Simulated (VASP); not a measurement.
# H (Cmce) in VASP: a series of runs

One crystal, H, is run at these levels: PBEsol; tasks: single point.

All numbers are computed with VASP 6.6.1; they aren't measurements. Logs are shortened: lines on timing, memory, paths and dates and some standing lists are left out, and cuts for length are marked.

### 1 The structure

It takes space group Cmce (No. 64, orthorhombic). The conventional cell has a = 5.652 Å, b = 5.530 Å, c = 3.569 Å, α = 90.00°, β = 90.00°, γ = 90.00°. H (site symmetry m) has 1 H at 0.71 Å as nearest neighbours.

### 2 Single point, PBEsol

INCAR reads:

```
SYSTEM = H
PREC = Accurate ; ENCUT = 520
EDIFF = 1E-7 ; ISMEAR = 0
SIGMA = 0.05 ; LREAL = .False.
LASPH = .True. ; NELM = 100
ALGO = Fast ; ISIF = 2
LWAVE = .False. ; LCHARG = .False.
GGA = PS ; NBANDS = 10
```

KPOINTS reads:

```
Automatic mesh
0
Gamma
  8 8 6
  0 0 0
```

POSCAR reads:

```
H
1.0
    2.8260596468     -2.7651143917      0.0000000000
    2.8260596468      2.7651143917      0.0000000000
    0.0000000000      0.0000000000      3.5693105516
H
4
Direct
    0.9532956300      0.0467043700      0.0685088900
    0.4532956300      0.5467043700      0.4314911100
    0.5467043700      0.4532956300      0.5685088900
    0.0467043700      0.9532956300      0.9314911100
```

Potentials or basis: VASP PAW PBE potentials, release 64 (H).

On the command line:

```sh
$ cat potpaw_PBE.64/H/POTCAR > POTCAR
$ mpirun -np 1 vasp_std > vasp.out
```

OUTCAR:

```text
SYSTEM = H
   PREC = Accurate
   ENCUT = 520
   EDIFF = 1E-7
   ISMEAR = 0
   LREAL = .False.
   LASPH = .True.
   NELM = 100
   ISIF = 2
   GGA = PS

 ion  position               nearest neighbor table
   1  0.953  0.047  0.069-   4 0.71
   2  0.453  0.547  0.431-   3 0.71
   3  0.547  0.453  0.569-   2 0.71
   4  0.047  0.953  0.931-   1 0.71

  LATTYP: Found a base centered orthorhombic cell.
 ALAT       =     5.5302287834
 B/A-ratio  =     1.0220407717
 C/A-ratio  =     0.6454182442

  Lattice vectors:

 A1 = (  -2.8260596468,  -2.7651143917,   0.0000000000)
 A2 = (   2.8260596468,  -2.7651143917,   0.0000000000)
 A3 = (   0.0000000000,   0.0000000000,   3.5693105516)

Analysis of symmetry for initial positions (statically):
=====================================================================
 Subroutine PRICEL returns:
 Original cell was already a primitive cell.

 Routine SETGRP: Setting up the symmetry group for a
 base centered orthorhombic supercell.

 Subroutine GETGRP returns: Found  8 space group operations
 (whereof  4 operations were pure point group operations)
 out of a pool of  8 trial point group operations.

The static configuration has the point symmetry C_2h.
 The point group associated with its full space group is D_2h.

Analysis of symmetry for dynamics (positions and initial velocities):
=====================================================================
 Subroutine PRICEL returns:
 Original cell was already a primitive cell.

 Routine SETGRP: Setting up the symmetry group for a
 base centered orthorhombic supercell.

 Subroutine GETGRP returns: Found  8 space group operations
 (whereof  4 operations were pure point group operations)
 out of a pool of  8 trial point group operations.

The dynamic configuration has the point symmetry C_2h.
 The point group associated with its full space group is D_2h.

 Subroutine INISYM returns: Found  8 space group operations
 (whereof  4 operations are pure point group operations),
 and found     1 'primitive' translations

----------------------------------------------------------------------------------------

                                     Primitive cell

  volume of cell :      55.7839

  direct lattice vectors                    reciprocal lattice vectors
     2.826059647 -2.765114392  0.000000000     0.176924787 -0.180824345  0.000000000
     2.826059647  2.765114392  0.000000000     0.176924787  0.180824345  0.000000000
     0.000000000  0.000000000  3.569310552     0.000000000  0.000000000  0.280166151

  length of vectors
     3.953791943  3.953791943  3.569310552     0.252981865  0.252981865  0.280166151

  position of ions in fractional coordinates (direct lattice)
     0.953295630  0.046704370  0.068508890
     0.453295630  0.546704370  0.431491110
     0.546704370  0.453295630  0.568508890
     0.046704370  0.953295630  0.931491110

  ion indices of the primitive-cell ions
   primitive index   ion index
                 1           1
                 2           2
                 3           3
                 4           4

----------------------------------------------------------------------------------------

 KPOINTS: Automatic mesh

Automatic generation of k-mesh.
 Grid dimensions read from file:
 generate k-points for:    8    8    6

 Generating k-lattice:

  Cartesian coordinates                     Fractional coordinates (reciprocal lattice)
     0.022115598 -0.022603043  0.000000000     0.125000000 -0.000000000  0.000000000
     0.022115598  0.022603043  0.000000000    -0.000000000  0.125000000  0.000000000
     0.000000000  0.000000000  0.046694359     0.000000000  0.000000000  0.166666667

  Length of vectors
     0.031622733  0.031622733  0.046694359

  Shift w.r.t. Gamma in fractional coordinates (k-lattice)
     0.000000000  0.000000000  0.000000000

 Subroutine IBZKPT returns following result:
 ===========================================

 Found     84 irreducible k-points:

 Following reciprocal coordinates:
            Coordinates               Weight
  0.000000  0.000000  0.000000      1.000000
  0.125000  0.000000  0.000000      4.000000
  0.250000  0.000000  0.000000      4.000000
  0.375000  0.000000  0.000000      4.000000
  0.500000  0.000000  0.000000      2.000000
  0.125000  0.125000  0.000000      2.000000
[... 16 lines left out ...]
  0.125000  0.000000  0.166667      8.000000
  0.250000  0.000000  0.166667      8.000000
 [... further k-points ...]
   k-points           NKPTS =     84   k-points in BZ     NKDIM =     84   number of bands    NBANDS=     10
   number of dos      NEDOS =    301   number of ions     NIONS =      4
   total plane-waves  NPLWV =  25200
   dimension x,y,z NGX =    30 NGY =   30 NGZ =   28
   dimension x,y,z NGXF=    60 NGYF=   60 NGZF=   56
   ions per type =               4
   NGX,Y,Z   is equivalent  to a cutoff of  12.61, 12.61, 13.04 a.u.
   NGXF,Y,Z  is equivalent  to a cutoff of  25.23, 25.23, 26.08 a.u.
 SYSTEM =  H
   PREC   = accura    normal or accurate (medium, high low for compatibility)
   ISTART =      0    job   : 0-new  1-cont  2-samecut
   ICHARG =      2    charge: 1-file 2-atom 10-const
   ISPIN  =      1    spin polarized calculation?
   LNONCOLLINEAR =      F non collinear calculations
   LSORBIT =      F    spin-orbit coupling
   LASPH  =      T    aspherical Exc in radial PAW
   ENCUT  =  520.0 eV  38.22 Ry    6.18 a.u.   7.35  7.35  6.64*2*pi/ulx,y,z
   NELM   =    100;   NELMIN=  2; NELMDL= -5     # of ELM steps
   EDIFF  = 0.1E-06   stopping-criterion for ELM
   LREAL  =      F    real-space projection
   EDIFFG = 0.1E-05   stopping-criterion for IOM
   NSW    =      0    number of steps for IOM
   IBRION =     -1    ionic relax: 0-MD 1-quasi-New 2-CG
   NFREE  =      0    steps in history (QN), initial steepest desc. (CG)
   ISIF   =      2    stress and relaxation
   ISYM   =      2    0-nonsym 1-usesym 2-fastsym
   POTIM  = 0.5000    time-step for ionic-motion
   TEBEG  =    0.0;   TEEND  =   0.0 temperature during run
   PSTRESS=    0.0 pullay stress
   NELECT =       4.0000    total number of electrons
   NUPDOWN=      -1.0000    fix difference up-down
   EMIN   =  10.00;   EMAX   =-10.00  energy-range for DOS
   EFERMI =   0.00;   METHOD = LEGACY
   ISMEAR =     0;   SIGMA  =   0.05  broadening in eV -4-tet -1-fermi 0-gaus
   EFERMI_NEDOS =   21; number of points for ismear=-14 and -15
   IALGO  =     68    algorithm
   IMIX   =      4    mixing-type and parameters
     AMIX     =   0.40;   BMIX     =  1.00
     AMIX_MAG =   1.60;   BMIX_MAG =  1.00
  volume/ion in A,a.u.               =      13.95        94.11
  Fermi-wavevector in a.u.,A,eV,Ry     =   0.680130  1.285259  6.293739  0.462577
  Thomas-Fermi vector in A             =   1.758530
   LORBIT       =      0    0 simple, 1 ext, 2 COOP (PROOUT), +10 PAW based schemes
   GGA     = PS    functional components
   LHFCALC =     F    Hartree Fock is set to
   AEXX    =    0.0000 exact exchange contribution
   IVDW    =     0    specifies the selected vdW correction
   LEPSILON=     F    determine dielectric tensor
   LRPA    =     F    only Hartree local field effects (RPA)
 non-spin polarized calculation
 RMM-DIIS sequential band-by-band and
 Gauss-broadening in eV      SIGMA  =   0.05
  energy-cutoff  :      520.00
  volume of cell :       55.78
 maximum number of plane-waves:      1526
 NGX is ok and might be reduce to    30

 number of electron       4.0000000 magnetization

 Free energy of the ion-electron system (eV)
  ---------------------------------------------------
  ext. energy  EPLUGINS =         0.00000000
  ---------------------------------------------------
  free energy    TOTEN  =       -12.97131323 eV

  energy without entropy =      -12.97131323  energy(sigma->0) =      -12.97131323

 E-fermi :  -8.3666     XC(G=0):  -4.8414

 val. band max:       -8.6268338871   @ k =   0.0000   0.0000   0.0000
 cond. band min:       0.5387631159   @ k =   0.5000   0.5000   0.0000
 fundamental gap:      9.1655970030
 Fermi energy:        -8.3666026517

 k-point     1 :       0.0000    0.0000    0.0000
  band No.  band energies     occupation
      1     -10.3600      2.00000
      2      -8.6268      2.00000
      3       3.5590      0.00000
      4       4.0412      0.00000
      5       5.3717      0.00000
      6       5.4670      0.00000
      7       7.2194      0.00000
      8       8.3198      0.00000
      9      11.2689      0.00000
     10      11.5023      0.00000

 k-point     2 :       0.1250    0.0000    0.0000
  band No.  band energies     occupation
      1     -10.2906      2.00000
      2      -8.6825      2.00000
      3       3.3379      0.00000
      4       3.7769      0.00000
      5       5.1179      0.00000
      6       5.5551      0.00000
      7       7.9991      0.00000
      8       8.8036      0.00000
      9      10.9542      0.00000
     10      11.2328      0.00000

 k-point     3 :       0.2500    0.0000    0.0000
  band No.  band energies     occupation
      1     -10.0927      2.00000
      2      -8.8486      2.00000
      3       2.7980      0.00000
      4       3.2291      0.00000
      5       5.1724      0.00000
      6       5.9541      0.00000
      7       8.6473      0.00000
      8       9.8373      0.00000
      9       9.9756      0.00000
     10      11.2820      0.00000
[... 248 lines left out ...]
 k-point    23 :       0.1250    0.0000    0.1667
  band No.  band energies     occupation
      1     -10.1396      2.00000
      2      -8.7194      2.00000
      3       3.0290      0.00000
      4       3.4458      0.00000
      5       4.5718      0.00000
      6       5.5203      0.00000
      7       8.5329      0.00000
      8       9.6516      0.00000
      9      10.9700      0.00000
     10      11.9029      0.00000

 k-point    24 :       0.2500    0.0000    0.1667
  band No.  band energies     occupation
      1      -9.9556      2.00000
      2      -8.8549      2.00000
      3       2.5690      0.00000
      4       2.8358      0.00000
      5       5.0739      0.00000
      6       5.5654      0.00000
      7       9.2146      0.00000
      8       9.6216      0.00000
      9      10.5986      0.00000
     10      11.5381      0.00000

 [... further k-points ...]
[... 5 lines left out ...]
  --------------------------------------------------------------------------------------
  -------------------------------------------------------------------------------------
  Total       -0.0367353      1.3213491      1.1998191      0.0000000     -0.0000000      0.0000000
  in kB       -1.0550815     37.9506642     34.4601849      0.0000000     -0.0000000      0.0000000
  external PRESSURE =      23.7852559 kB  Pullay stress =       0.0000000 kB

 VOLUME and BASIS-vectors are now :
 -----------------------------------------------------------------------------
  energy-cutoff  :      520.00
  volume of cell :       55.78
      direct lattice vectors                 reciprocal lattice vectors
     2.826059647 -2.765114392  0.000000000     0.176924787 -0.180824345  0.000000000
     2.826059647  2.765114392  0.000000000     0.176924787  0.180824345  0.000000000
     0.000000000  0.000000000  3.569310552     0.000000000  0.000000000  0.280166151

 POSITION                                       TOTAL-FORCE (eV/Angst)
 -----------------------------------------------------------------------------------
      2.82606     -2.50683      0.24453         0.000000      1.345538      1.278774
      2.82606      0.25829      1.54013         0.000000      1.345538     -1.278774
      2.82606     -0.25829      2.02918         0.000000     -1.345538      1.278774
      2.82606      2.50683      3.32478         0.000000     -1.345538     -1.278774
 -----------------------------------------------------------------------------------
    total drift:                               -0.000000     -0.000000      0.000000

  FREE ENERGIE OF THE ION-ELECTRON SYSTEM (eV)
  ---------------------------------------------------
  free  energy   TOTEN  =       -12.9713132309 eV

  energy  without entropy=      -12.9713132309  energy(sigma->0) =      -12.97131323
```

Run time: 50 s. Hardware: 1 thread of Intel Xeon Platinum 8375C at 2.90GHz (Ice Lake), shared host; peak memory 0.17 GiB.

What came out:

```
Free energy            : -12.9713 eV
Pressure               : 2.4 GPa
Largest force          : 1.856 eV/Å
Band gap on the k mesh : 9.17 eV, indirect (least direct gap 9.71 eV)
```

Forces on the atoms (eV/Å):
```
H    0.000  1.346  1.279
H    0.000  1.346 -1.279
H    0.000 -1.346  1.279
H    0.000 -1.346 -1.279
```

Caveat: the PAW data sets were made with another functional, which shifts forces and pressure a little.

### 3 Single point, PBEsol

This run uses another cell than the first one, of the same volume but with other edges.

INCAR reads:

```
PREC = Accurate
ENCUT = 520
EDIFF = 1E-6
ISMEAR = 0
SIGMA = 0.05
LREAL = F
LASPH = T
NELM = 100
ALGO = Normal
ISIF = 2
LWAVE = F
LCHARG = T
GGA = PS
LELF = T
LVHAR = T
NBANDS = 10
```

KPOINTS reads:

```
Automatic mesh
0
Gamma
  8 8 6
```

POSCAR reads:

```
H
1.0
    2.5811597634     -2.5254958851      0.0000000000
    2.5811597634      2.5254958851      0.0000000000
    0.0000000000      0.0000000000      4.2787529401
H
4
Direct
    0.9532956300      0.0467043700      0.0685088900
    0.4532956300      0.5467043700      0.4314911100
    0.5467043700      0.4532956300      0.5685088900
    0.0467043700      0.9532956300      0.9314911100
```

Potentials or basis: VASP PAW PBE potentials, release 64 (H).

On the command line:

```sh
$ cat potpaw_PBE.64/H/POTCAR > POTCAR
$ mpirun -np 1 vasp_std > vasp.out
```

It took 35 s on 1 thread of Intel Xeon Platinum 8375C at 2.90GHz (Ice Lake), shared host; peak memory 0.17 GiB.

The run converged. Its results:

```yaml
Free_energy: -13.0566 eV
Pressure: 0.2 GPa
Largest_force: 0.236 eV/Å
Band_gap_on_the_k_mesh: 9.06 eV, indirect (least direct gap 9.67 eV)
```

Forces on the atoms (eV/Å):
```
H    0.000  0.148  0.183
H    0.000  0.148 -0.183
H    0.000 -0.148  0.183
H    0.000 -0.148 -0.183
```

Stress tensor (GPa, compression positive):
```
-0.13  0.00  0.00
 0.00  0.20  0.00
 0.00  0.00  0.47
```

Levels at points of the mesh, in eV from the valence-band top:
| k point | band 1 | band 2 | band 3 | band 4 | band 5 | band 6 | band 7 |
| --- | --- | --- | --- | --- | --- | --- | --- |
| (0.00, 0.00, 0.00) | -1.81 | 0.00 | 10.79 | 12.62 | 13.27 | 15.22 | 15.42 |
| (0.50, 0.00, 0.00) | -0.73 | -0.73 | 10.64 | 10.64 | 13.47 | 13.47 | 17.43 |
| (0.50, 0.50, 0.00) | -0.53 | -0.36 | 9.56 | 10.39 | 13.77 | 15.28 | 15.36 |
| (0.00, 0.00, 0.50) | -0.93 | -0.93 | 10.40 | 10.40 | 15.68 | 15.68 | 17.36 |
| (0.50, 0.00, 0.50) | -0.61 | -0.61 | 9.06 | 9.06 | 15.89 | 15.89 | 16.95 |
| (0.50, 0.50, 0.50) | -0.37 | -0.37 | 10.90 | 10.90 | 12.41 | 12.41 | 12.65 |

Caveat: the PAW data sets were made with another functional, which shifts forces and pressure a little.
